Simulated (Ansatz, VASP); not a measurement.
# One calculation of WC, two programs

```
CELL_PARAMETERS angstrom
2.92261 0.00000 0.00000
-1.46131 2.53106 0.00000
0.00000 0.00000 2.84577
ATOMIC_POSITIONS crystal
W 0.00000 0.00000 0.00000
C 0.66667 0.33333 0.50000
```

Alike in both runs: functional PBE; k mesh 6 × 6 × 8; occupations gaussian, width 0.1 eV; no spin polarisation.

Ansatz relaxed the structure, and its values are those at the end. VASP's run is a single point on that final structure, the one shown.

|  | VASP | Ansatz |
| --- | --- | --- |
| version | VASP 6.6.1 | Ansatz 0.2.0 |
| potentials or method | VASP PAW PBE potentials, release 64 (W_sv, C) | scalar-relativistic, plane waves, PAW |
| plane-wave cutoff (eV) | 520 | 420 |
| valence electrons in the cell | 18 | 18 |

Ansatz gave:

| Item | Value |
| --- | --- |
| gap on the k mesh at the Fermi level (eV) | none |
| pressure (GPa) | 0.0 |

Task: What did VASP give for the same quantities?

Result: gap on the k mesh at the Fermi level (eV): none; pressure (GPa): 1.1.

A gap of «none» marks a metal or a gap that the smearing closes. The functional is the same, so the differences come from potentials, cutoffs and numerics.

Caveats: the k mesh is coarse (spacing up to 0.41 Å⁻¹), so the values aren't converged. The runs have no spin-orbit coupling, so splittings on W are missing.
